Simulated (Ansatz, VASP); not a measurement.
# One calculation of Na, two programs

```xyz
4
Lattice="4.5668 0.0000 0.0000 -2.2834 3.9550 0.0000 0.0000 0.0000 15.1969" Properties=species:S:1:pos:R:3 pbc="T T T"
Na    0.0000    0.0000    0.0000
Na    0.0000    2.6367    3.7992
Na    0.0000    0.0000    7.5985
Na    2.2834    1.3183   11.3977
```

Alike in both runs: task single point; functional PBEsol; k mesh 6 × 6 × 2; occupations gaussian, width 0.1 eV; no spin polarisation.

```csv
,VASP,Ansatz
version,VASP 6.6.1,Ansatz 0.2.0
potentials or method,"VASP PAW PBE potentials, release 64 (Na_pv)","scalar-relativistic, plane waves, PAW"
plane-wave cutoff (eV),520,420
valence electrons in the cell,28,36
```

|  | VASP | Ansatz | Ansatz less VASP |
| --- | --- | --- | --- |
| gap on the k mesh at the Fermi level (eV) | none | none | - |
| pressure (GPa) | -1.6 | -1.6 | +0.01 |
| largest component of the traceless stress (GPa) | 0.26 | 0.26 | +0.001 |

A gap of «none» marks a metal or a gap that the smearing closes. The two sets of potentials don't hold the same shells in valence.

Caveats: the PAW data sets were made with another functional, which shifts forces and pressure a little (VASP).
